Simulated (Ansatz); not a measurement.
**BP (F-43m): a single-point run**

Aim: a sound single-point run of BP (F-43m). The structure is shown as the input types it.

Method: DFT PBE, scalar-relativistic, plane waves, PAW, in Ansatz 0.2.0.

1 further run of the same task is left out (set aside as unsound or not needed). Runs told in other sessions of the task aren't counted.

### 1 Starting point

Symmetry: F-43m, No. 216, cubic system. The conventional cell has a = 4.538 Å, b = 4.538 Å, c = 4.538 Å, α = 90.00°, β = 90.00°, γ = 90.00°. B (site symmetry -43m) is surrounded by 4 P at 1.97 Å. Around P (site symmetry -43m) lie 4 B at 1.97 Å.

Structure file:

```
CELL_PARAMETERS angstrom
0.00000 2.26900 2.26900
2.26900 0.00000 2.26900
2.26900 2.26900 0.00000
ATOMIC_POSITIONS crystal
B 0.00000 0.00000 0.00000
P 0.75000 0.75000 0.75000
```

### 2 Running it

input.yaml

```yaml
crystal:
  lattice:
    - [0.0, 2.2690012231, 2.2690012231]
    - [2.2690012231, 0.0, 2.2690012231]
    - [2.2690012231, 2.2690012231, 0.0]
  atoms:
    - { symbol: B, position: [0.0, 0.0, 0.0] }
    - { symbol: P, position: [0.75, 0.75, 0.75] }
basis:
  ecutwfc: 420
  ecutrho_ratio: 4
kpoints:
  mp_grid: { grid: [8, 8, 8] }
hamiltonian:
  xc: pbe
scf:
  occupations: { method: gaussian, width: 0.05 }
  convergence: { dr2_threshold: 1.0e-20 }
  max_iter: 100
output:
  forces: true
  stress: true
```

Started as:

```console
$ ansatz run input.yaml --threads 4 --pin off --max-ram 8192MiB --backend cpu --events-out ev --progress --plain --runs-dir out
```

The log of the run:

```text
Warning: RAYON_NUM_THREADS=4 ignored (pool sized by the plan → 4); use --threads N
Engine: ansatz 0.2.0, aarch64-unknown-linux-gnu
Pseudopotentials: kind: paw
Pseudopotential: B, paw, valence charge 3, recommended cutoff 420 eV (normal), B.paw.azcp
Pseudopotential: P, paw, valence charge 5, recommended cutoff 420 eV (normal), P.paw.azcp
Functional definition: PBE
  parameter kappa = 0.804
  parameter beta = 0.06672455060314922
  exchange = pbe_x(kappa = kappa, mu = beta*pi^2/3)
  correlation = pbe_c(beta = beta)
Crystal: 2 atoms, lattice volume = 23.363 Å³
Basis set: ecut = 420 eV, 459 PW (Γ), exchange–correlation on 48×48×48 points (8 copies of the dense FFT grid, shifted against one another)
Bands: 8, of which v1, the nominal top of the filled ones, is band 4 counted from 1 (3 counted from 0)
Symmetry: 24 space group operations
Space group: F-43m (ITA 216), of the structure as read, at distance tolerance 2.9e-5 Å
k-points: 29 of 512 (time reversal used)
Non-local potential: B, projectors of the file, l = 0: 2, l = 1: 2, l = 2: 1
Non-local potential: P, projectors of the file, l = 0: 2, l = 1: 2, l = 2: 2
PAW form: soft (Blöchl's): semilocal exchange-correlation on the pseudo side does not see the compensation charge
PAW one-centre angular grid: B, 110 points (default); XC on 64 Gauss nodes
PAW one-centre angular grid: P, 110 points (default); XC on 64 Gauss nodes
Initial density: superposition of atomic densities (neutral atoms: chi_scale 0, normalization atom), corrected by the library's trained network
Initial wavefunctions: pseudopotential atomic-orbital guess
Functional: x = pbe(κ = 0.804, μ = 0.2195149727645171), c = pbe(β = 0.06672455060314922)
SCF iter   1: F=—  HF=-912.444474 eV  |F-HF|=—  |Δ(HF+E_count)|=         —  Δρ=1.54e-3  dr2=4.88e-4  ethr=1.77e-3  ⟨swp⟩=6.1  Hψ=2142  notcnv=0
preconditioner: auto → none  [insulator: Δε(μ)=1.269 eV  Ē_g=12.805 eV  σ=0.050 eV  W_gap=1.00  n_scr=0 (ndim 8)  ℏωp=21.7 eV  f_vac=0.000  D(μ)=0.00/eV (n_scr^D=0)  ε∞_Penn≈3.9]
SCF iter   2: F=—  HF=-912.444592 eV  |F-HF|=—  |Δ(HF+E_count)|=   1.17e-4  Δρ=8.73e-4  dr2=1.75e-4  ethr=6.10e-6  ⟨swp⟩=2.2  Hψ=593  notcnv=0
SCF iter   3: F=—  HF=-912.444557 eV  |F-HF|=—  |Δ(HF+E_count)|=   3.49e-5  Δρ=4.12e-4  dr2=1.88e-5  ethr=2.19e-6  ⟨swp⟩=2.0  Hψ=328  notcnv=0
SCF iter   4: F=—  HF=-912.444580 eV  |F-HF|=—  |Δ(HF+E_count)|=   2.34e-5  Δρ=1.40e-4  dr2=5.75e-6  ethr=2.35e-7  ⟨swp⟩=2.0  Hψ=347  notcnv=0
SCF iter   5: F=—  HF=-912.444579 eV  |F-HF|=—  |Δ(HF+E_count)|=   5.59e-7  Δρ=4.49e-5  dr2=5.99e-7  ethr=7.19e-8  ⟨swp⟩=2.0  Hψ=317  notcnv=0
SCF iter   6: F=—  HF=-912.444578 eV  |F-HF|=—  |Δ(HF+E_count)|=   1.13e-6  Δρ=1.35e-5  dr2=5.39e-8  ethr=7.49e-9  ⟨swp⟩=2.0  Hψ=338  notcnv=0
SCF iter   7: F=—  HF=-912.444578 eV  |F-HF|=—  |Δ(HF+E_count)|=   1.65e-8  Δρ=1.74e-6  dr2=9.00e-10  ethr=6.74e-10  ⟨swp⟩=2.1  Hψ=339  notcnv=0
SCF iter   8: F=—  HF=-912.444578 eV  |F-HF|=—  |Δ(HF+E_count)|=  2.93e-10  Δρ=9.32e-8  dr2=2.48e-12  ethr=1.13e-11  ⟨swp⟩=2.5  Hψ=344  notcnv=0
SCF iter   9: F=—  HF=-912.444578 eV  |F-HF|=—  |Δ(HF+E_count)|=  3.41e-13  Δρ=3.77e-9  dr2=1.29e-15  ethr=3.10e-14 (applied; sched 1.00e-12)  ⟨swp⟩=2.4  Hψ=383  notcnv=0
SCF iter  10: F=—  HF=-912.444578 eV  |F-HF|=—  |Δ(HF+E_count)|=  6.82e-13  Δρ=3.85e-10  dr2=1.70e-17  ethr=1.61e-17 (applied; sched 1.00e-12)  ⟨swp⟩=2.3  Hψ=454  notcnv=0
SCF iter  11: F=—  HF=-912.444578 eV  |F-HF|=—  |Δ(HF+E_count)|=  6.82e-13  Δρ=5.61e-11  dr2=3.07e-19  ethr=9.19e-19 (applied; sched 1.00e-12)  ⟨swp⟩=1.0  Hψ=232  notcnv=0
SCF iter  12: F=-912.444578 eV  HF=-912.444578 eV  |F-HF|=3.41e-13  |Δ(HF+E_count)|=  5.68e-13  Δρ=4.13e-12  dr2=4.37e-21  ethr=1.00e-12  ⟨swp⟩=1.0  Hψ=348  notcnv=0
SCF 1 converged in 12 iterations: F = -912.444578 eV  dr2 = 4.37e-21
SCF converged after 12 iterations
Free energy (F): -912.444578 eV
Harris-Foulkes:  -912.444578 eV  (|F-HF|=3.41e-13)
Internal energy: -912.444578 eV  (E = F + TS)
E sigma→0 (E₀):  -912.444578 eV
Fermi energy:    9.901044 eV
--- Per-component energies (eV) ---
  E_band       = 22.188339
  E_kinetic    = 121.710811
  E_local      = -67.919721  (includes V_loc(G=0)·N_el)
  E_nonlocal   = 45.022136
  E_hartree    = 17.058321
  E_xc         = -94.861343
  E_vxc        = -100.534004  (∫ρ·V_xc dr)
  E_paw        = -647.963418  (= ΣΔE_a)
  E_vpaw       = -10.207524  (= ΣTr[D̂ρ^β])
  E_aug_tail   = 0.000001  (compensation charges beyond the density's cutoff)
  E_ewald      = -285.491364
  E_smearing   = -0.000000  (= −TS)
  E_closure    = -0.000000  (closes the sum)
  Σ components = -912.444578   (vs F -912.444578, Δ=0.00e0)
--- Forces (eV/Å), atoms counted from 1 ---
  atom   1  B     -0.00000000     0.00000000     0.00000000
  atom   2  P      0.00000000     0.00000000    -0.00000000
  max |Σ_I F_I| component: 2.96e-16 eV/Å
--- Stress (GPa, compression-positive) ---
        1.145840       0.000000      -0.000000
        0.000000       1.145840       0.000000
       -0.000000       0.000000       1.145840
  P = ⅓ Tr σ = 1.1458 GPa (11.458 kbar)
```

Wall time 0.44 s (4 threads of Arm Neoverse V1, shared host); peak memory 0.26 GiB.

### 3 A second look at the input

The run converged and reported no error. Convergence says nothing about whether the input makes sense.

In the input, scf.convergence.dr2_threshold is 1.0e-20. What could go wrong: threshold needlessly tight. Once met, so tight a threshold does no harm; it costs cycles.

To check: delete scf.convergence.dr2_threshold (the default then holds).

### 4 A check with that setting changed

Besides the cure, the input differs in scf.max_iter, output requests.

Changes to input.yaml since step 2:

```diff
@@ -17,4 +17,2 @@
   occupations: { method: gaussian, width: 0.05 }
-  convergence: { dr2_threshold: 1.0e-20 }
-  max_iter: 100
 output:
@@ -22 +20,2 @@
   stress: true
+  eigenvalues: true
```

Started as:

```console
$ ansatz run input.yaml --threads 4 --pin off --max-ram 8192MiB --backend cpu --events-out ev --progress --plain --runs-dir out
```

From the output:

```text
[...]
Basis set: ecut = 420 eV, 459 PW (Γ), exchange–correlation on 48×48×48 points (8 copies of the dense FFT grid, shifted against one another)
[...]
k-points: 29 of 512 (time reversal used)
[...]
SCF iter   1: F=—  HF=-912.444474 eV  |F-HF|=—  |Δ(HF+E_count)|=         —  Δρ=1.54e-3  dr2=4.88e-4  ethr=1.77e-3  ⟨swp⟩=6.1  Hψ=2142  notcnv=0
preconditioner: auto → none  [insulator: Δε(μ)=1.269 eV  Ē_g=12.805 eV  σ=0.050 eV  W_gap=1.00  n_scr=0 (ndim 8)  ℏωp=21.7 eV  f_vac=0.000  D(μ)=0.00/eV (n_scr^D=0)  ε∞_Penn≈3.9]
SCF iter   2: F=—  HF=-912.444592 eV  |F-HF|=—  |Δ(HF+E_count)|=   1.17e-4  Δρ=8.73e-4  dr2=1.75e-4  ethr=6.10e-6  ⟨swp⟩=2.2  Hψ=593  notcnv=0
[...]
SCF iter   5: F=—  HF=-912.444578 eV  |F-HF|=—  |Δ(HF+E_count)|=   1.45e-6  Δρ=4.49e-5  dr2=5.98e-7  ethr=7.19e-8  ⟨swp⟩=2.0  Hψ=319  notcnv=0
SCF iter   6: F=-912.444578 eV  HF=-912.444578 eV  |F-HF|=3.89e-8  |Δ(HF+E_count)|=   1.57e-7  Δρ=1.35e-5  dr2=5.40e-8  ethr=1.25e-9  ⟨swp⟩=4.1  Hψ=1316  notcnv=0
[...]
SCF converged after 6 iterations
Free energy (F): -912.444578 eV
[...]
E sigma→0 (E₀):  -912.444578 eV
Fermi energy:    9.901078 eV
[...]
  P = ⅓ Tr σ = 1.1474 GPa (11.474 kbar)
[...]
```

Wall time 1.2 s (4 threads of Arm Neoverse V1, shared host); peak memory 0.26 GiB.

```
       run     ending  energy change  pressure (GPa)  gap (eV)  force (eV/Å)  cycles    time
 first try  converged   0.0 meV/atom             1.1      1.27          0.00      12  0.44 s
second try  converged              0             1.1      1.27          0.00       6   1.2 s
```

### 5 Outcome

```
                           quantity                     value
                          first try  converged, 12 SCF cycles
                 setting under test     dr2_threshold 1.0e-20
                         second try   converged, 6 SCF cycles
energy (zero set by the potentials)              -912.4446 eV
                           pressure                  1.15 GPa
                    gap on the mesh                   1.27 eV
                      largest force                0.000 eV/Å
```

In words: Both runs end at the same energy: the doubtful setting did not spoil the result here, but it cost 12 cycles against 6.

These are semilocal Kohn-Sham gaps, which aren't the measured quantity. Such gaps usually fall short of the measured ones.
